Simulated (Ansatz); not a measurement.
**Pd under changes of volume**

One of the cells (15.531 Å³/atom); the others are scaled copies at fixed shape and fractional positions:

```xyz
2
Lattice="2.7837 0.0000 0.0000 -1.3918 2.4107 0.0000 0.0000 0.0000 4.6289" Properties=species:S:1:pos:R:3 pbc="T T T"
Pd    0.0000    1.6071    1.1572
Pd    1.3918    0.8036    3.4717
```

This isn't the form of Pd at room conditions, which is fcc.

- Program: Ansatz 0.2.0
- Functional: HSE06
- Potentials or basis: Ansatz PAW
- Cutoff: 420 eV (not typed: the program's choice for these potentials)
- k mesh: 6 × 6 × 4
- Occupations: fermi-dirac, width 0.05 eV
- Spin: no spin polarisation

| volume (Å³/atom) | energy over the lowest point (meV/atom) | pressure (GPa) |
| --- | --- | --- |
| 14.600 | 2.57 | 3.5 |
| 14.910 | 0.00 | -0.5 |
| 15.221 | 4.50 | -3.9 |
| 15.531 | 15.30 | -6.9 |
| 15.842 | ? | ? |
| 16.153 | 52.36 | -11.7 |
| 16.463 | 77.27 | -13.7 |

What does the run at 15.842 Å³/atom give?

Energy over the lowest point 31.56 meV/atom; pressure -9.5 GPa.

Worked out: A Birch-Murnaghan fit of order 3 (a polynomial in V^(-2/3)) to the other rows has its minimum at 14.86 Å³/atom with B0 = V·E''(V) = 180 GPa and B' = 5.6 at fixed shape and positions, which overstates the stiffness. It gives 31.47 meV/atom at 15.842 Å³/atom, against the run's 31.56, and -dE/dV = -9.6 GPa, against -9.5.

Energies are extrapolated to zero smearing.

Caveats: all runs use coarse meshes; the PAW data sets come from PBE, with cores solved anew for the run's functional, which leaves a small shift of forces and pressure; the thresholds are loose for stress.
